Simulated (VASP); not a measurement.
# Cu6O5 in VASP: reference runs

Reference runs on Cu6O5: the cell as given.

Program: VASP 6.6.1. These are calculated values, not measurements. Logs are shortened: lines on timing, memory, paths and dates and some standing lists are left out, and cuts for length are marked.

**1. The undisturbed crystal**

The cell holds a slab with vacuum, 11 atoms: a = 2.933 Å, b = 2.933 Å, c = 27.890 Å, α = 90.00°, β = 90.00°, γ = 94.49°.

**2. Single point, PBE (the (0 0 1) slab of CuO, cut from the database cell, not relaxed)**

Input file INCAR:

```
SYSTEM = Cu6O5
ALGO = Normal ; DIPOL = 0.5 0.5 0.500
EDIFF = 1E-7 ; ENCUT = 520
GGA = PE ; IDIPOL = 3
ISIF = 2 ; ISMEAR = -1
LASPH = .TRUE. ; LCHARG = .FALSE.
LDIPOL = .TRUE. ; LREAL = .FALSE.
LWAVE = .FALSE. ; NBANDS = 59
NELM = 80 ; PREC = Accurate
SIGMA = 0.05
```

Input file KPOINTS:

```
k-points
0
G
  9 9 1
  0 0 0
```

Input file POSCAR:

```
Cu6O5
1.0
    2.9328708085      0.0000000000      0.0000000000
   -0.2297489625      2.9238581692      0.0000000000
    0.0000000000      0.0000000000     27.8898200000
Cu O
6 5
Direct
    0.5000000000      0.0000000000      0.2689153247
    0.0000000000      0.5000000000      0.3613491948
    0.5000000000      0.0000000000      0.4537830649
    0.0000000000      0.5000000000      0.5462169351
    0.5000000000      0.0000000000      0.6386508052
    0.0000000000      0.5000000000      0.7310846753
    0.5000000000      0.5000000000      0.3151322597
    0.5000000000      0.5000000000      0.4075661299
    0.5000000000      0.5000000000      0.5000000000
    0.5000000000      0.5000000000      0.5924338701
    0.5000000000      0.5000000000      0.6848677403
```

Potentials or basis: VASP PAW PBE potentials, release 64 (Cu, O).

On the command line:

```console
> cat potpaw_PBE.64/Cu/POTCAR potpaw_PBE.64/O/POTCAR > POTCAR
> mpirun -np 1 vasp_std > vasp.out
```

OUTCAR:

```text
SYSTEM = Cu6O5
   EDIFF = 1E-7
   ENCUT = 520
   GGA = PE
   ISIF = 2
   ISMEAR = -1
   LASPH = .TRUE.
   LREAL = .FALSE.
   NELM = 80
   PREC = Accurate

 ion  position               nearest neighbor table
   1  0.500  0.000  0.269-   7 1.95   7 1.95
   2  0.000  0.500  0.361-   7 1.95   8 1.95   7 1.95   8 1.95
   3  0.500  0.000  0.454-   8 1.95   8 1.95   9 1.95   9 1.95
   4  0.000  0.500  0.546-  10 1.95  10 1.95   9 1.95   9 1.95
   5  0.500  0.000  0.639-  10 1.95  11 1.95  10 1.95  11 1.95
   6  0.000  0.500  0.731-  11 1.95  11 1.95
   7  0.500  0.500  0.315-   1 1.95   1 1.95   2 1.95   2 1.95
   8  0.500  0.500  0.408-   3 1.95   3 1.95   2 1.95   2 1.95
   9  0.500  0.500  0.500-   4 1.95   4 1.95   3 1.95   3 1.95
  10  0.500  0.500  0.592-   4 1.95   4 1.95   5 1.95   5 1.95
  11  0.500  0.500  0.685-   6 1.95   6 1.95   5 1.95   5 1.95

  LATTYP: Found a base centered orthorhombic cell.
 ALAT       =     3.9819360000
 B/A-ratio  =     1.0816597755
 C/A-ratio  =     7.0040854499

  Lattice vectors:

 A1 = (   2.9328708085,   0.0000000000,   0.0000000000)
 A2 = (  -0.2297489625,   2.9238581692,   0.0000000000)
 A3 = (   0.0000000000,   0.0000000000,  27.8898200000)

Analysis of symmetry for initial positions (statically):
=====================================================================
 Subroutine PRICEL returns:
 Original cell was already a primitive cell.

 Routine SETGRP: Setting up the symmetry group for a
 base centered orthorhombic supercell.

 Subroutine GETGRP returns: Found  4 space group operations
 (whereof  4 operations were pure point group operations)
 out of a pool of  8 trial point group operations.

The static configuration has the point symmetry D_2 .

Analysis of symmetry for dynamics (positions and initial velocities):
=====================================================================
 Subroutine PRICEL returns:
 Original cell was already a primitive cell.

 Routine SETGRP: Setting up the symmetry group for a
 base centered orthorhombic supercell.

 Subroutine GETGRP returns: Found  4 space group operations
 (whereof  4 operations were pure point group operations)
 out of a pool of  8 trial point group operations.

The dynamic configuration has the point symmetry D_2 .

 Subroutine INISYM returns: Found  4 space group operations
 (whereof  4 operations are pure point group operations),
 and found     1 'primitive' translations

----------------------------------------------------------------------------------------

                                     Primitive cell

  volume of cell :     239.1635

  direct lattice vectors                    reciprocal lattice vectors
     2.932870809  0.000000000  0.000000000     0.340962854  0.026791950  0.000000000
    -0.229748962  2.923858169  0.000000000     0.000000000  0.342013854  0.000000000
     0.000000000  0.000000000 27.889820000     0.000000000  0.000000000  0.035855377

  length of vectors
     2.932870809  2.932870809 27.889820000     0.342013854  0.342013854  0.035855377

  position of ions in fractional coordinates (direct lattice)
     0.500000000  0.000000000  0.268915325
     0.000000000  0.500000000  0.361349195
     0.500000000  0.000000000  0.453783065
     0.000000000  0.500000000  0.546216935
     0.500000000  0.000000000  0.638650805
     0.000000000  0.500000000  0.731084675
     0.500000000  0.500000000  0.315132260
     0.500000000  0.500000000  0.407566130
     0.500000000  0.500000000  0.500000000
     0.500000000  0.500000000  0.592433870
     0.500000000  0.500000000  0.684867740

  ion indices of the primitive-cell ions
   primitive index   ion index
                 1           1
                 2           2
                 3           3
                 4           4
                 5           5
                 6           6
                 7           7
                 8           8
                 9           9
                10          10
                11          11

----------------------------------------------------------------------------------------

 KPOINTS: k-points

Automatic generation of k-mesh.
 Grid dimensions read from file:
 generate k-points for:    9    9    1

 Generating k-lattice:

  Cartesian coordinates                     Fractional coordinates (reciprocal lattice)
     0.037884762  0.002976883  0.000000000     0.111111111  0.000000000  0.000000000
     0.000000000  0.038001539  0.000000000     0.000000000  0.111111111  0.000000000
     0.000000000  0.000000000  0.035855377     0.000000000  0.000000000  1.000000000

  Length of vectors
     0.038001539  0.038001539  0.035855377

  Shift w.r.t. Gamma in fractional coordinates (k-lattice)
     0.000000000  0.000000000  0.000000000

 Subroutine IBZKPT returns following result:
 ===========================================

 Found     25 irreducible k-points:

 Following reciprocal coordinates:
            Coordinates               Weight
  0.000000  0.000000  0.000000      1.000000
  0.111111  0.000000  0.000000      4.000000
  0.222222  0.000000  0.000000      4.000000
  0.333333 -0.000000  0.000000      4.000000
  0.444444  0.000000  0.000000      4.000000
  0.111111  0.111111  0.000000      2.000000
[... 16 lines left out ...]
 -0.333333  0.333333  0.000000      2.000000
  0.444444  0.444444  0.000000      2.000000
   k-points           NKPTS =     25   k-points in BZ     NKDIM =     25   number of bands    NBANDS=     59
   number of dos      NEDOS =    301   number of ions     NIONS =     11
   total plane-waves  NPLWV = 120960
   dimension x,y,z NGX =    24 NGY =   24 NGZ =  210
   dimension x,y,z NGXF=    48 NGYF=   48 NGZF=  420
   ions per type =               6   5
   NGX,Y,Z   is equivalent  to a cutoff of  13.60, 13.60, 12.52 a.u.
   NGXF,Y,Z  is equivalent  to a cutoff of  27.21, 27.21, 25.04 a.u.
 SYSTEM =  Cu6O5
   PREC   = accura    normal or accurate (medium, high low for compatibility)
   ISTART =      0    job   : 0-new  1-cont  2-samecut
   ICHARG =      2    charge: 1-file 2-atom 10-const
   ISPIN  =      1    spin polarized calculation?
   LNONCOLLINEAR =      F non collinear calculations
   LSORBIT =      F    spin-orbit coupling
   LASPH  =      T    aspherical Exc in radial PAW
   ENCUT  =  520.0 eV  38.22 Ry    6.18 a.u.   5.45  5.45 51.86*2*pi/ulx,y,z
   NELM   =     80;   NELMIN=  2; NELMDL= -5     # of ELM steps
   EDIFF  = 0.1E-06   stopping-criterion for ELM
   LREAL  =      F    real-space projection
   EDIFFG = 0.1E-05   stopping-criterion for IOM
   NSW    =      0    number of steps for IOM
   IBRION =     -1    ionic relax: 0-MD 1-quasi-New 2-CG
   NFREE  =      0    steps in history (QN), initial steepest desc. (CG)
   ISIF   =      2    stress and relaxation
   ISYM   =      2    0-nonsym 1-usesym 2-fastsym
   POTIM  = 0.5000    time-step for ionic-motion
   TEBEG  =    0.0;   TEEND  =   0.0 temperature during run
   PSTRESS=    0.0 pullay stress
   NELECT =      96.0000    total number of electrons
   NUPDOWN=      -1.0000    fix difference up-down
   EMIN   =  10.00;   EMAX   =-10.00  energy-range for DOS
   EFERMI =   0.00;   METHOD = LEGACY
   ISMEAR =    -1;   SIGMA  =   0.05  broadening in eV -4-tet -1-fermi 0-gaus
   EFERMI_NEDOS =   21; number of points for ismear=-14 and -15
   IALGO  =     38    algorithm
   IMIX   =      4    mixing-type and parameters
     AMIX     =   0.40;   BMIX     =  1.00
     AMIX_MAG =   1.60;   BMIX_MAG =  1.00
  volume/ion in A,a.u.               =      21.74       146.72
  Fermi-wavevector in a.u.,A,eV,Ry     =   1.207629  2.282088 19.842304  1.458368
  Thomas-Fermi vector in A             =   2.343261
   LORBIT       =      0    0 simple, 1 ext, 2 COOP (PROOUT), +10 PAW based schemes
   GGA     = PE    functional components
   LHFCALC =     F    Hartree Fock is set to
   AEXX    =    0.0000 exact exchange contribution
   IVDW    =     0    specifies the selected vdW correction
   LEPSILON=     F    determine dielectric tensor
   LRPA    =     F    only Hartree local field effects (RPA)
 non-spin polarized calculation
  energy-cutoff  :      520.00
  volume of cell :      239.16
 maximum number of plane-waves:      6495
 NGX is ok and might be reduce to    24
   NGX = 11   NGY = 11   NGZ =103

 number of electron      95.9999992 magnetization

 dipolmoment           0.000000      0.000000     -0.000000 electrons x Angstroem

 Free energy of the ion-electron system (eV)
  ---------------------------------------------------
  ext. energy  EPLUGINS =         0.00000000
  ---------------------------------------------------
  free energy    TOTEN  =       -50.86738564 eV

  energy without entropy =      -50.80881995  energy(sigma->0) =      -50.83810280

 E-fermi :   0.4150     XC(G=0):  -6.6333

 val. band max:        0.3670581604   @ k =   0.3333   0.3333   0.0000
 cond. band min:       0.4159038825   @ k =   0.2222   0.0000   0.0000
 fundamental gap:      0.0488457221
 Fermi energy:         0.4150425704

 k-point     1 :       0.0000    0.0000    0.0000
  band No.  band energies     occupation
      1     -19.2775      2.00000
      2     -19.0235      2.00000
      3     -18.6864      2.00000
      4     -18.3612      2.00000
      5     -18.1444      2.00000
      6      -7.4344      2.00000
[... 51 lines left out ...]
     58       5.6281      0.00000
     59       5.7682      0.00000

 k-point     2 :       0.1111    0.0000    0.0000
  band No.  band energies     occupation
      1     -19.2154      2.00000
      2     -18.9682      2.00000
      3     -18.6403      2.00000
      4     -18.3267      2.00000
      5     -18.1203      2.00000
      6      -7.3275      2.00000
[... 1360 lines left out ...]
      3     -17.9605      2.00000
      4     -17.8298      2.00000
      5     -17.7823      2.00000
      6      -6.1682      2.00000
[... 51 lines left out ...]
     58       7.0440      0.00000
     59       8.0981      0.00000

 [... further k-points ...]

------------------------ aborting loop because EDIFF is reached ----------------------------------------

 vacuum level on the upper side and lower side of the slab       (xc-potential included)        -0.127        -0.127

  FORCE on cell =-STRESS in cart. coord.  units (eV):
  Direction    XX          YY          ZZ          XY          YZ          ZX
  --------------------------------------------------------------------------------------
  -------------------------------------------------------------------------------------
  Total       -0.2647733     -0.2248655     -0.7130501      0.2539396      0.0000000      0.0000000
  in kB       -1.7737394     -1.5063936     -4.7767848      1.7011635      0.0000000      0.0000000
  external PRESSURE =      -2.6856393 kB  Pullay stress =       0.0000000 kB

 VOLUME and BASIS-vectors are now :
 -----------------------------------------------------------------------------
  energy-cutoff  :      520.00
  volume of cell :      239.16
      direct lattice vectors                 reciprocal lattice vectors
     2.932870809  0.000000000  0.000000000     0.340962854  0.026791950  0.000000000
    -0.229748962  2.923858169  0.000000000     0.000000000  0.342013854  0.000000000
     0.000000000  0.000000000 27.889820000     0.000000000  0.000000000  0.035855377

 POSITION                                       TOTAL-FORCE (eV/Angst)
 -----------------------------------------------------------------------------------
      1.46644      0.00000      7.50000        -0.000000      0.000000      0.459852
     -0.11487      1.46193     10.07796         0.000000      0.000000     -0.269522
      1.46644      0.00000     12.65593        -0.000000      0.000000      0.001364
     -0.11487      1.46193     15.23389         0.000000      0.000000     -0.001364
      1.46644      0.00000     17.81186         0.000000      0.000000      0.269522
     -0.11487      1.46193     20.38982         0.000000      0.000000     -0.459852
      1.35156      1.46193      8.78898        -0.000000      0.000000     -0.323214
      1.35156      1.46193     11.36695        -0.000000      0.000000      0.013417
      1.35156      1.46193     13.94491        -0.000000      0.000000     -0.000000
      1.35156      1.46193     16.52287        -0.000000      0.000000     -0.013417
      1.35156      1.46193     19.10084         0.000000      0.000000      0.323214
 -----------------------------------------------------------------------------------
    total drift:                               -0.000000      0.000000     -0.000000

  FREE ENERGIE OF THE ION-ELECTRON SYSTEM (eV)
  ---------------------------------------------------
  free  energy   TOTEN  =       -50.8673856440 eV

  energy  without entropy=      -50.8088199495  energy(sigma->0) =      -50.83810280

 vacuum level on the upper side and lower side of the slab         4.938         4.938
```

Run time: 11 min. Hardware: 1 thread of Intel Xeon Platinum 8488C (Sapphire Rapids), shared host; peak memory 0.5 GiB.

Results:

* Free energy: -50.8674 eV
* Largest force: 0.460 eV/Å
* Band gap on the k mesh: none (metal or under the smearing width)

Forces on the atoms (eV/Å):
```
Cu   0.000  0.000  0.460
Cu   0.000  0.000 -0.270
Cu   0.000  0.000  0.001
Cu   0.000  0.000 -0.001
Cu   0.000  0.000  0.270
Cu   0.000  0.000 -0.460
O    0.000  0.000 -0.323
O    0.000  0.000  0.013
O    0.000  0.000  0.000
O    0.000  0.000 -0.013
O    0.000  0.000  0.323
```

Caveat: the run has no spin polarisation, though such a crystal can be magnetic; semilocal functionals often make such compounds metallic where correlation or magnetic order opens a gap, which also shifts bond lengths.
